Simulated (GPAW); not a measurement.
# Local fields in the sheet polarisability of MoS2 (2H monolayer)

Wanted: the sheet polarisability of MoS2 (2H monolayer), with cost.

Calculated with GPAW 26.7.0; PBE and many-body steps on it, plane waves.

### Step 1. The starting structure

The cell holds 3 atoms: 1 Mo and 2 S. Cell: a = 3.183 Å, b = 3.183 Å, c = 14.400 Å, α = 90.0°, β = 90.0°, γ = 120.0°. Vacuum lies along c.

Coordinates:

```cif
data_structure
_symmetry_space_group_name_H-M 'P 1'
_symmetry_Int_Tables_number 1
_cell_length_a 3.1826
_cell_length_b 3.1826
_cell_length_c 14.4000
_cell_angle_alpha 90.000
_cell_angle_beta 90.000
_cell_angle_gamma 120.000
_cell_volume 126.31
loop_
_atom_site_label
_atom_site_type_symbol
_atom_site_fract_x
_atom_site_fract_y
_atom_site_fract_z
_atom_site_occupancy
Mo1 Mo 0.33333 0.66667 0.50000 1
S2 S 0.66667 0.33333 0.60857 1
S3 S 0.66667 0.33333 0.39143 1
```

The structure was relaxed with PBE. The runs that relaxed it are not among those shown.

### Step 2. Empty states on the mesh, 18×18×1 mesh, 79 bands

This step: GPAW 26.7.0; DFT, PBE, plane waves, PAW.

The sums over transitions need many empty states on a uniform mesh; this step solves for them.

The input, run.py:

```python
import json
import numpy as np
from gpaw.mpi import world
from gpaw import GPAW

calc = GPAW('gs.gpw').fixed_density(kpts={'size': (18, 18, 1), 'gamma': True},
    nbands=92,
    convergence={'bands': 79},
    txt='nscf.txt')
calc.write('full.gpw', mode='all')
res = {}
kpts = calc.get_ibz_k_points()
res['kpts'] = kpts
res['eigenvalues'] = [calc.get_eigenvalues(kpt=k) for k in range(len(kpts))]
res['n_electrons'] = calc.get_number_of_electrons()

if world.rank == 0:
    with open('result.json', 'w') as f:
        json.dump(res, f, default=lambda x: x.tolist())
```

Command:

```
$ mpirun -n 16 gpaw python run.py
```

Numbers of over 12 decimals in the logs are rounded to 6 here.

What it wrote:

```text
Diagonalizing LCAO Hamiltonian
Converting LCAO to pw mode
convergence criteria:
- Maximum integral of absolute [eigenst]ate change: 4e-08 eV^2 / valence electron
maximum number of iterations: 100

SCF iterations
|iter     |     time |      energy | eigst |  dens |
|iter:   1|  |             | +3.80 |       |
|iter:   2|  |             | +2.56 |       |
|iter:   3|  |             | +1.47 |       |
[...]
|iter:  11|  |             | -6.71 |       |
|iter:  12|  |             | -7.26 |       |
|iter:  13|  |             | -7.81c|       |
SCF steps: 13
  __  _  _
 | _ |_)|_||  |
 |__||  | ||/\| - 26.7.0

Input parameters:
  mode=PW(ecut=450.000000),
  convergence={'bands': 79},
  gpts=array([16, 16, 72]),
  kpts=MonkhorstPack(size=(18, 18, 1), gamma=True),
  maxiter=100,
  nbands=92,
  occupations=Occupations(name='fermi-dirac', width=0.001, fixmagmom=False),
  parallel={},
  xc=XC(name='PBE')
# Writing to full.gpw (mode='all')
  [... matrices ...]

timing:  # [seconds]
  Total: 0.179  # ━━━━━━━━━━━━━━━━━━━━━━━━━━━━━━━━━━━━━━━━━━━━━━━━━━━━━━━━━━━
```

It took 17 s on 16 MPI ranks of Arm Neoverse V2, shared host; peak memory 2.7 GiB.

This step gave:

* gap: 1.655 eV
* k of the valence top: 0, 0, 0
* k of the conduction bottom: 0.3333, 0.3333, 0
* least direct gap: 1.666 eV
* k points computed: 37
* lowest point of the top converged band, above the valence top: 33.89 eV

On this mesh the gap is 1.655 eV.

### Step 3. RPA response

The response function is computed on a frequency grid, with local fields up to the given cutoff.

This step: linear response, RPA, on PBE, plane waves, PAW.

The input, run.py:

```python
import json
import numpy as np
from gpaw.mpi import world
from gpaw.response.df import DielectricFunction

df = DielectricFunction('full.gpw',
    ecut=50,
    nbands=79,
    eta=0.2,
    frequencies={'type': 'nonlinear', 'domega0': 0.05, 'omega2': 10.0},
    intraband=False,
    truncation='2D',
    txt='df.txt')
res = {'optical': {}, 'eels': []}
for d in 'x':
    y0, y = df.get_polarizability(direction=d, xc='RPA', filename=None)
    res['optical'][d] = [y0.real, y0.imag, y.real, y.imag]
res['w'] = df.get_frequencies()
for q_c in [[0.0555555556, 0, 0], [0.2222222222, 0, 0], [0.5, 0, 0], [0.7777777778, 0, 0], [1.2222222222, 0, 0]]:
    res['eels'].append(df.get_eels_spectrum(q_c=q_c, xc='RPA', filename=None))

if world.rank == 0:
    with open('result.json', 'w') as f:
        json.dump(res, f, default=lambda x: x.tolist())
```

Command:

```
$ mpirun -n 16 gpaw python run.py
```

What it wrote:

```text
Using integrator: PointIntegrator
NonLinearFrequencyDescriptor(from 0.000 to 98.765 eV, 389 points)
Nonperiodic BCs:  [False False  True]
Using integrator: PointIntegrator
NonLinearFrequencyDescriptor(from 0.000 to 98.765 eV, 389 points)
Nonperiodic BCs:  [False False  True]

Calculating chi0 body with:
    Ground state adapter containing:
    Number of spins: 1
    Number of kpoints: 324
    Number of irreducible kpoints: 37
    Number of completely occupied states: 13
    Number of partially occupied states: 13
    Occupied states memory: 3.65625 M / cpu

    Linear response parametrization:
    q_c: [0.0, 0.0, 0.0]
    Number of frequency points: 389
    Planewave cutoff: 50.0
    Number of bands: 79
    Number of planewaves: 95
    Broadening (eta): 0.2
    comm.size: 16
    kncomm.size: 16
    blockcomm.size: 1

    Memory estimate of potentially large arrays:
        chi0_wGG: 53.569412 M / cpu
Integrating chi0 body.

Symmetries of q_c:
    Direct symmetries (Uq -> q): 12
    Indirect symmetries (TUq -> q): 12
In total 24 allowed symmetries.

  [... matrices ...]
37 groups of equivalent kpoints. 88.580247% reduction.

Integral kind: spectral function

Calculating chi0 optical extensions with:
    Ground state adapter containing:
    Number of spins: 1
    Number of kpoints: 324
    Number of irreducible kpoints: 37
    Number of completely occupied states: 13
    Number of partially occupied states: 13
    Occupied states memory: 3.65625 M / cpu

    Linear response parametrization:
    Number of frequency points: 389
    Planewave cutoff: 50.0
    Number of bands: 79
    Number of planewaves: 95
    Broadening (eta): 0.2
Integrating chi0 head and wings.

Symmetries of q_c:
    Direct symmetries (Uq -> q): 12
    Indirect symmetries (TUq -> q): 12
In total 24 allowed symmetries.

  [... matrices ...]
37 groups of equivalent kpoints. 88.580247% reduction.

Integral kind: spectral function wings

Calculating chi0 body with:
    Ground state adapter containing:
    Number of spins: 1
    Number of kpoints: 324
    Number of irreducible kpoints: 37
    Number of completely occupied states: 13
    Number of partially occupied states: 13
    Occupied states memory: 3.65625 M / cpu

    Linear response parametrization:
    q_c: [0.0555555556, 0.0, 0.0]
    Number of frequency points: 389
    Planewave cutoff: 50.0
    Number of bands: 79
    Number of planewaves: 95
    Broadening (eta): 0.2
    comm.size: 16
    kncomm.size: 16
    blockcomm.size: 1

    Memory estimate of potentially large arrays:
        chi0_wGG: 53.569412 M / cpu
Integrating chi0 body.

Symmetries of q_c:
    Direct symmetries (Uq -> q): 4
    Indirect symmetries (TUq -> q): 0
In total 4 allowed symmetries.

  [... matrices ...]
171 groups of equivalent kpoints. 47.222222% reduction.

Integral kind: spectral function

[... 4 further calls ...]
```

Run time: 22 s. Hardware: 16 MPI ranks; peak memory 6.3 GiB; 5.4 min of CPU time.

Numbers from this step:

* static polarisability of the sheet (Å): 6.154
* the same without local fields: 6.553

The static value is 6.15.

RPA, broadening 0.2 eV. The Im polarisability of the sheet by photon energy; read off at these points:

```csv
photon energy (eV),"xx, no local fields (Å)","xx, local fields (Å)"
0.0,0,0
1.0,0.363,0.322
2.0,3.32,2.82
2.8,11.6,10.9
3.0,9.73,11.0
4.0,6.72,6.71
5.0,5.15,4.66
6.0,4.02,3.69
7.0,2.16,2.10
8.0,1.22,1.22
9.0,1.51,1.40
10.0,1.99,1.65
10.8,2.69,2.07
11.0,2.40,1.94
12.0,1.80,1.48
13.0,1.26,1.01
14.0,1.15,0.924
15.0,0.860,0.712
16.0,0.566,0.521
17.0,0.390,0.474
18.0,0.324,0.528
19.0,0.194,0.379
20.0,0.150,0.304
21.0,0.125,0.250
22.0,0.100,0.234
23.0,0.0842,0.200
24.0,0.0715,0.156
25.0,0.0609,0.106
26.0,0.0555,0.0937
27.0,0.0460,0.0759
28.0,0.0474,0.0677
29.0,0.0393,0.0491
30.0,0.0380,0.0454
31.0,0.0338,0.0411
32.0,0.0351,0.0354
33.0,0.0412,0.0323
34.0,0.0412,0.0302
35.0,0.0437,0.0280
36.0,0.0621,0.0298
37.0,0.453,0.0410
38.0,0.536,0.0611
39.0,0.205,0.0749
```

### Step 4. RPA response, local-field cutoff (18×18×1 mesh, 79 bands, screening to 5 eV, broadening 0.2 eV)

Changes to run.py since step 3:

```diff
@@ -6,3 +6,3 @@
 df = DielectricFunction('full.gpw',
-    ecut=50,
+    ecut=5,
     nbands=79,
@@ -18,3 +18,3 @@
 res['w'] = df.get_frequencies()
-for q_c in [[0.0555555556, 0, 0], [0.2222222222, 0, 0], [0.5, 0, 0], [0.7777777778, 0, 0], [1.2222222222, 0, 0]]:
+for q_c in [[0.5, 0, 0]]:
     res['eels'].append(df.get_eels_spectrum(q_c=q_c, xc='RPA', filename=None))
```

Command:

```
$ mpirun -n 16 gpaw python run.py
```

What it wrote:

```text
Using integrator: PointIntegrator
NonLinearFrequencyDescriptor(from 0.000 to 98.765 eV, 389 points)
Nonperiodic BCs:  [False False  True]
Using integrator: PointIntegrator
NonLinearFrequencyDescriptor(from 0.000 to 98.765 eV, 389 points)
Nonperiodic BCs:  [False False  True]

Calculating chi0 body with:
    Ground state adapter containing:
    Number of spins: 1
    Number of kpoints: 324
    Number of irreducible kpoints: 37
    Number of completely occupied states: 13
    Number of partially occupied states: 13
    Occupied states memory: 3.65625 M / cpu

    Linear response parametrization:
    q_c: [0.0, 0.0, 0.0]
    Number of frequency points: 389
    Planewave cutoff: 5.0
    Number of bands: 79
    Number of planewaves: 5
    Broadening (eta): 0.2
    comm.size: 16
    kncomm.size: 16
    blockcomm.size: 1

    Memory estimate of potentially large arrays:
        chi0_wGG: 0.148392 M / cpu
Integrating chi0 body.

Symmetries of q_c:
    Direct symmetries (Uq -> q): 12
    Indirect symmetries (TUq -> q): 12
In total 24 allowed symmetries.

  [... matrices ...]
37 groups of equivalent kpoints. 88.580247% reduction.

Integral kind: spectral function

Calculating chi0 optical extensions with:
    Ground state adapter containing:
    Number of spins: 1
    Number of kpoints: 324
    Number of irreducible kpoints: 37
    Number of completely occupied states: 13
    Number of partially occupied states: 13
    Occupied states memory: 3.65625 M / cpu

    Linear response parametrization:
    Number of frequency points: 389
    Planewave cutoff: 5.0
    Number of bands: 79
    Number of planewaves: 5
    Broadening (eta): 0.2
Integrating chi0 head and wings.

Symmetries of q_c:
    Direct symmetries (Uq -> q): 12
    Indirect symmetries (TUq -> q): 12
In total 24 allowed symmetries.

  [... matrices ...]
37 groups of equivalent kpoints. 88.580247% reduction.

Integral kind: spectral function wings

Calculating chi0 body with:
    Ground state adapter containing:
    Number of spins: 1
    Number of kpoints: 324
    Number of irreducible kpoints: 37
    Number of completely occupied states: 13
    Number of partially occupied states: 13
    Occupied states memory: 3.65625 M / cpu

    Linear response parametrization:
    q_c: [0.5, 0.0, 0.0]
    Number of frequency points: 389
    Planewave cutoff: 5.0
    Number of bands: 79
    Number of planewaves: 2
    Broadening (eta): 0.2
    comm.size: 16
    kncomm.size: 16
    blockcomm.size: 1

    Memory estimate of potentially large arrays:
        chi0_wGG: 0.023743 M / cpu
Integrating chi0 body.

Symmetries of q_c:
    Direct symmetries (Uq -> q): 4
    Indirect symmetries (TUq -> q): 4
In total 8 allowed symmetries.

  [... matrices ...]
91 groups of equivalent kpoints. 71.913580% reduction.

Integral kind: spectral function
```

It took 6.5 s on 16 MPI ranks; peak memory 4.3 GiB.

Numbers from this step:

| Item | Value |
| --- | --- |
| static polarisability of the sheet (Å) | 6.553 |
| the same without local fields | 6.553 |

The static value is 6.55.

RPA, broadening 0.2 eV. Im polarisability of the sheet against photon energy; read off at these points:

```
photon energy (eV)  xx, no local fields (Å)  xx, local fields (Å)
               0.0                        0                     0
               1.0                    0.363                 0.363
               2.0                     3.32                  3.32
               2.8                     11.6                  11.6
               3.0                     9.73                  9.73
               4.0                     6.72                  6.72
               5.0                     5.15                  5.15
               6.0                     4.02                  4.02
               7.0                     2.16                  2.16
               8.0                     1.22                  1.22
               9.0                     1.51                  1.51
              10.0                     1.99                  1.99
              10.8                     2.69                  2.69
              11.0                     2.40                  2.40
              12.0                     1.80                  1.80
              13.0                     1.26                  1.26
              14.0                     1.15                  1.15
              15.0                    0.860                 0.860
              16.0                    0.566                 0.566
              17.0                    0.390                 0.390
              18.0                    0.324                 0.324
              19.0                    0.194                 0.194
              20.0                    0.150                 0.150
              21.0                    0.125                 0.125
              22.0                    0.100                 0.100
              23.0                   0.0842                0.0842
              24.0                   0.0715                0.0715
              25.0                   0.0609                0.0609
              26.0                   0.0555                0.0555
              27.0                   0.0460                0.0460
              28.0                   0.0474                0.0474
              29.0                   0.0393                0.0393
              30.0                   0.0380                0.0380
              31.0                   0.0338                0.0338
              32.0                   0.0351                0.0351
              33.0                   0.0412                0.0412
              34.0                   0.0412                0.0412
              35.0                   0.0437                0.0437
              36.0                   0.0621                0.0621
              37.0                    0.453                 0.453
              38.0                    0.536                 0.536
              39.0                    0.205                 0.205
```

### Step 5. RPA response, fewer bands (18×18×1 mesh, 15 bands, screening to 50 eV, broadening 0.2 eV)

Changes to run.py since step 4:

```diff
@@ -6,4 +6,4 @@
 df = DielectricFunction('full.gpw',
-    ecut=5,
-    nbands=79,
+    ecut=50,
+    nbands=15,
     eta=0.2,
@@ -18,3 +18,3 @@
 res['w'] = df.get_frequencies()
-for q_c in [[0.5, 0, 0]]:
+for q_c in []:
     res['eels'].append(df.get_eels_spectrum(q_c=q_c, xc='RPA', filename=None))
```

Command:

```
$ mpirun -n 16 gpaw python run.py
```

What it wrote:

```text
Using integrator: PointIntegrator
NonLinearFrequencyDescriptor(from 0.000 to 64.273 eV, 352 points)
Nonperiodic BCs:  [False False  True]
Using integrator: PointIntegrator
NonLinearFrequencyDescriptor(from 0.000 to 64.273 eV, 352 points)
Nonperiodic BCs:  [False False  True]

Calculating chi0 body with:
    Ground state adapter containing:
    Number of spins: 1
    Number of kpoints: 324
    Number of irreducible kpoints: 37
    Number of completely occupied states: 13
    Number of partially occupied states: 13
    Occupied states memory: 3.65625 M / cpu

    Linear response parametrization:
    q_c: [0.0, 0.0, 0.0]
    Number of frequency points: 352
    Planewave cutoff: 50.0
    Number of bands: 15
    Number of planewaves: 95
    Broadening (eta): 0.2
    comm.size: 16
    kncomm.size: 16
    blockcomm.size: 1

    Memory estimate of potentially large arrays:
        chi0_wGG: 48.47412109375 M / cpu
Integrating chi0 body.

Symmetries of q_c:
    Direct symmetries (Uq -> q): 12
    Indirect symmetries (TUq -> q): 12
In total 24 allowed symmetries.

  [... matrices ...]
37 groups of equivalent kpoints. 88.580247% reduction.

Integral kind: spectral function

Calculating chi0 optical extensions with:
    Ground state adapter containing:
    Number of spins: 1
    Number of kpoints: 324
    Number of irreducible kpoints: 37
    Number of completely occupied states: 13
    Number of partially occupied states: 13
    Occupied states memory: 3.65625 M / cpu

    Linear response parametrization:
    Number of frequency points: 352
    Planewave cutoff: 50.0
    Number of bands: 15
    Number of planewaves: 95
    Broadening (eta): 0.2
Integrating chi0 head and wings.

Symmetries of q_c:
    Direct symmetries (Uq -> q): 12
    Indirect symmetries (TUq -> q): 12
In total 24 allowed symmetries.

  [... matrices ...]
37 groups of equivalent kpoints. 88.580247% reduction.

Integral kind: spectral function wings
```

Run time: 4.8 s. Hardware: 16 MPI ranks; peak memory 5 GiB; 67 s of CPU time.

This step gave:

```
static polarisability of the sheet (Å) : 4.050
the same without local fields          : 4.254
```

(Part 1 of 2 ends here.)

[Paths, hosts, dates, memory and timing lines, banners, echoed tables and standing remarks are left out of the program output.]

[Logs are printed without paths, hosts, clocks, repeated set-up lines and the standing remarks that a program may print on its own settings, such as how far it seeks lower states.]

[Runs of the session that timed out or met a known fault of the program may be left out.]

[Hosts, paths, dates, database ids (printed as entryN), source tags and the programs' standing remarks are cut or masked in the printed files.]
